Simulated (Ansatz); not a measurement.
Set up this calculation in Ansatz 0.2.0, as the native input.

```
Task                : relaxation of cell and atoms
Functional          : RPBE
Dispersion          : D4
Potentials or basis : all-electron LAPW, scalar-relativistic
Basis error allowed : 0.001 eV/atom
k mesh              : 13 × 13 × 13
Occupations         : fermi-dirac, width 0.05 eV
Spin                : collinear spin, ferromagnetic start
Starting moments    : [3.0] μB
```

The system is Fe.

```
CELL_PARAMETERS angstrom
-1.44300 1.44300 1.44300
1.44300 -1.44300 1.44300
1.44300 1.44300 -1.44300
ATOMIC_POSITIONS crystal
Fe 0.00000 0.00000 0.00000
```

One way to write it, as run:

input.yaml

```yaml
crystal:
  lattice:
    - [-1.443, 1.443, 1.443]
    - [1.443, -1.443, 1.443]
    - [1.443, 1.443, -1.443]
  atoms:
    - { symbol: Fe, position: [0.0, 0.0, 0.0], spin: 3.0 }
kpoints:
  mp_grid: { grid: [13, 13, 13] }
scf:
  occupations: { method: fermi_dirac, width: 0.05 }
hamiltonian:
  xc: rpbe
  dispersion: d4
  pseudopotentials: { kind: all_electron, lapw: { basis_error: 0.001 } }
magnetization:
  spin_polarized: true
output:
  forces: true
  stress: true
relax:
  f_tol: 0.02
  max_steps: 60
  cell: {}
```

Potentials or basis: all-electron LAPW, scalar-relativistic.

The run is started by

```bash
$ ansatz run input.yaml --threads 2 --pin off --max-ram 6144MiB --backend cpu --events-out ev --progress --plain --runs-dir out
```

Results of the run:

```
Relaxed volume                         : 11.10 Å³/atom
Relaxed cell                           : a = 2.434 Å, b = 2.434 Å, c = 2.434 Å, α = 109.47°, β = 109.47°, γ = 109.47°
Space group after relaxing (to 0.05 Å) : Im-3m (No. 229)
Energy gained by relaxing              : 39.6 meV/atom
Ionic steps                            : 6
Pressure after relaxing                : 0.0 GPa
Net moment                             : 2.10 μB per cell
Absolute moment                        : 2.23 μB per cell
Site moments                           : Fe +2.17 μB
```

Run time: 22 s on 2 threads of Intel(R) Xeon(R) 6975P-C (Granite Rapids), on a shared host, peak memory 0.41 GiB.
